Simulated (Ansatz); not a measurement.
# MoS2: the cost of one run

Program: Ansatz 0.2.0, driven from Python. The levels of theory stand in the script. These are calculated values, not measurements.

The COD entry's cell or inner coordinates are ideal or old and differ from later refinements, so a difference from it is no clean test against experiment.

**1. The structure**

It takes space group R-3m (No. 166, trigonal). The conventional cell has a = 3.171 Å, b = 3.171 Å, c = 18.345 Å, α = 90.00°, β = 90.00°, γ = 120.00°. Around Mo (site symmetry -3m) lie 6 S at 2.39 Å. S (site symmetry 3m) is surrounded by 3 Mo at 2.39 Å.

The script holds or builds the structure itself.

**2. Script**

Input file run_pipeline.py:

```python
import ansatz as az
import numpy as np

SMEARING = "Fermi-Dirac"
SMEARING_WIDTH = 0.05
CUTOFF_EV = 450
FUNCTIONAL = "pbe"


def count_gap(report):
    # lowest empty less highest filled band, counting bands; zero where they overlap
    return max(report.get("gap_by_band_count_ev") or 0.0, 0.0)


def configured(crystal, spacing):
    return (
        crystal.calculation()
        .occupations(SMEARING, width=SMEARING_WIDTH)
        .basis(CUTOFF_EV)
        .pseudopotentials("paw")
        .functional(FUNCTIONAL)
        .kpoints(spacing=spacing)
    )


def main() -> None:
    vectors = np.array([
        [1.5855, 0.915389, 6.114997],
        [-1.5855, 0.915389, 6.114997],
        [0.0, -1.830778, 6.114997],
    ])
    system = (
        az.Lattice.of(vectors)
        .atom("Mo", (0.0, 0.0, 0.0))
        .atom("S", (0.75, 0.75, 0.75))
        .atom("S", (0.25, 0.25, 0.25))
    )

    relaxed = configured(system, 0.3).relax(cell=True, force_tolerance=0.02, max_steps=40).checkpoint(write="relax.run", compress=False).run(threads=1, pin="off")
    cell = np.asarray(relaxed.lattice.cell_ang)
    print("relaxed edges (A):", np.linalg.norm(cell, axis=1).round(4), " volume:", round(abs(np.linalg.det(cell)), 3), "A^3")
    for site in relaxed.lattice.sites:
        print(" ", site.symbol, np.round(site.position_frac, 4) + 0.0)

    final = az.Crystal.from_checkpoint("relax.run")
    result = configured(final, 0.22).functional("lda").stress().band_table().density_of_states(energy_step=0.05).run(threads=1, pin="off")
    rep = result.report
    dos = result.density_of_states()
    print(f"pressure at the relaxed cell {np.trace(rep['stress_gpa']) / 3:.3f} GPa, gap by band count {count_gap(rep):.3f} eV")
    if count_gap(rep) == 0:
        print("states/eV at the Fermi level:", round(float(np.interp(dos.fermi_ev, dos.energies_ev, dos.spin_summed_g_bin_mean_per_ev)), 3))


if __name__ == "__main__":
    main()
```

**3. The input behind the calls**

The engine receives this input (first run):

```yaml
crystal:
  lattice:
    - [1.5855, 0.915389, 6.114997]
    - [-1.5855, 0.915389, 6.114997]
    - [0.0, -1.830778, 6.114997]
  atoms:
    - { symbol: Mo, position: [0.0, 0.0, 0.0] }
    - { symbol: S, position: [0.75, 0.75, 0.75] }
    - { symbol: S, position: [0.25, 0.25, 0.25] }
basis:
  ecutwfc: 450.0
kpoints:
  mp_grid:
    kspacing: 0.3
hamiltonian:
  xc: pbe
  pseudopotentials:
    kind: paw
scf:
  occupations:
    method: fermi_dirac
    width: 0.05
relax:
  f_tol: 0.02
  max_steps: 40
  cell: {}
checkpoint:
  write: relax.run
  compress: false
```

**4. Launch**

Run with:

```console
python run_pipeline.py
```

**Question.** How long does this script take on 1 thread of Arm Neoverse N1, shared host, and how much memory does it need?

About 56 s, with a peak of 0.5 GiB.
